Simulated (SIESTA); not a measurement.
AlN:

```xyz
4
Lattice="3.1130 0.0000 0.0000 -1.5565 2.6959 0.0000 0.0000 0.0000 4.9810" Properties=species:S:1:pos:R:3 pbc="T T T"
Al    1.5565    0.8986    2.4905
Al    0.0000    1.7973    0.0000
N     1.5565    0.8986    4.3833
N     0.0000    1.7973    1.8928
```

Base run:

```yaml
Program: SIESTA 5.4.2
Functional: PBE
Potentials_or_basis: PseudoDojo 0.4 standard (PBE files)
Basis: TZDP (energy shift 0.002 Ry; radii capped at 9.5 bohr)
Grid_cutoff: 800 Ry
Energy_shift: 0.002 Ry
k_mesh: 10 × 10 × 6
Occupations: fermi-dirac, width 0.05 eV
Spin: no spin polarisation
```

Its results: band gap on the k mesh 4.40 eV, direct; pressure 4.7 GPa; largest force 0.149 eV/Å.

Question: The run is repeated on the same cell with these changes: basis from TZDP (energy shift 0.002 Ry; radii capped at 9.5 bohr) to SZ (energy shift 0.002 Ry; radii capped at 9.5 bohr). What comes out?

Answer: Band gap on the k mesh 3.97 eV, direct; pressure 21.5 GPa; largest force 0.012 eV/Å.

Caveats: the basis of atomic orbitals isn't converged, which shifts pressures, moduli and gaps; the basis has no polarisation orbitals (some runs); so large a pressure means that the cell lies far from this level's equilibrium, or that cutoff or potentials fall short (some runs).

Not every run made on this cell is shown here.
